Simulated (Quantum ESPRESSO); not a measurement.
TaN:

```
CELL_PARAMETERS angstrom
0.00000 2.49114 2.49114
2.49114 0.00000 2.49114
2.49114 2.49114 0.00000
ATOMIC_POSITIONS crystal
Ta 0.00000 0.00000 0.00000
N 0.25000 0.25000 0.25000
```

The cell comes from a database or a generator and needn't be the stable form of this composition.

| Property | Result |
| --- | --- |
| Program | Quantum ESPRESSO 7.5 |
| Task | single point |
| Functional | PBE |
| Potentials or basis | SSSP 1.3 efficiency PBE |
| Cutoff | 816 eV |
| Density cutoff | 6531 eV |
| k mesh | 9 × 9 × 9 |
| Occupations | fermi-dirac, width 0.05 eV |
| Spin | no spin polarisation |

On this cell: pressure -25.8 GPa; largest force zero by symmetry; band gap on the k mesh none (metal or under the smearing width).

The same run follows on a disturbed copy (atoms moved at random, drawn with an rms of 0.05 Å):

```
Ta N
1.0
     0.00000    2.49114    2.49114
     2.49114    0.00000    2.49114
     2.49114    2.49114    0.00000
Ta N
1 1
Cartesian
  0.0035 0.0118 0.0065
  1.2697 1.2717 1.1995
```

Problem. What does the disturbed cell give?

Solution. The energy (extrapolated to zero smearing) moves by +2.8 meV/atom; pressure -25.5 GPa; largest force 0.192 eV/Å; band gap on the k mesh none (metal or under the smearing width).

Forces on the atoms (eV/Å):
```
Ta   0.090  0.094 -0.141
N   -0.090 -0.094  0.141
```

Stress tensor (GPa, compression positive):
```
-25.52   1.01  -0.48
  1.01 -25.55  -0.52
 -0.48  -0.52 -25.30
```

Caveats: so large a pressure means that the cell lies far from this level's equilibrium, or that cutoff or potentials fall short (some runs).
